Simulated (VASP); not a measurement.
Consider the following.

```yaml
crystal:
  lattice:
    - [6.02733, 0.00000, 0.00000]
    - [0.00000, 6.02733, 0.00000]
    - [0.00000, 0.00000, 6.02733]
  atoms:
    - { symbol: Cs, position: [0.00000, 0.00000, 0.00000] }
    - { symbol: Pb, position: [0.50000, 0.50000, 0.50000] }
    - { symbol: I, position: [0.50000, 0.00000, 0.50000] }
    - { symbol: I, position: [0.00000, 0.50000, 0.50000] }
    - { symbol: I, position: [0.50000, 0.50000, 0.00000] }
```

The numbers are results of LDA (Ceperley-Alder, Perdew-Zunger), VASP's LDA PAW potentials (set 64) (plane waves; VASP), not measurements. Numerical set-up: 520 eV cut-off, 4×4×4 Γ-centred mesh, Gaussian smearing of 0.050 eV, potentials Cs_sv Pb_d I.

Give the stress tensor in GPa (positive for a compressed cell).

```
1.55  0.00  0.00
0.00  1.55  0.00
0.00  0.00  1.55
```
The pressure is its mean diagonal, 1.55 GPa.

The compound is CsPbI3 in the cubic perovskite structure, the ideal cubic form; the compound distorts at low or room temperature. This cell is one point of a volume scan, at 0.94 of the reference volume.
